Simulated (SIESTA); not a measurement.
The system is TiO2.

```
Ti O
1.0
     4.59984    0.00000    0.00000
     0.00000    4.59984    0.00000
     0.00000    0.00000    2.95921
Ti O
2 4
Direct
  0.00000 0.00000 0.50000
  0.50000 0.50000 0.00000
  0.30432 0.30432 0.50000
  0.19568 0.80432 0.00000
  0.80432 0.19568 0.00000
  0.69568 0.69568 0.50000
```

The cell is a database's computed one.

Base run:

| Item | Value |
| --- | --- |
| Program | SIESTA 5.4.2 |
| Functional | PBE |
| Potentials or basis | PseudoDojo 0.4 standard (PBE files) |
| Basis | DZP (energy shift 0.003 Ry; two zetas on semicore shells) |
| Grid cutoff | 800 Ry |
| Energy shift | 0.003 Ry |
| k mesh | 6 × 6 × 9 |
| Occupations | fermi-dirac, width 0.05 eV |
| Spin | no spin polarisation |

Its results: band gap on the k mesh 1.75 eV, direct; pressure 7.4 GPa; largest force 0.059 eV/Å.

**Question.** The run is repeated on the same cell with these changes: hubbard terms from none to Ti d U = 6 eV. What comes out?

**Answer.** Band gap on the k mesh 2.52 eV, indirect (least direct gap 2.62 eV); pressure 19.6 GPa; largest force 0.163 eV/Å.

The U term pushes filled and empty states of the shell apart.

Caveats: an odd mesh through Γ misses points on the zone boundary, where band edges often lie; the basis of atomic orbitals isn't converged, which shifts pressures, moduli and gaps.
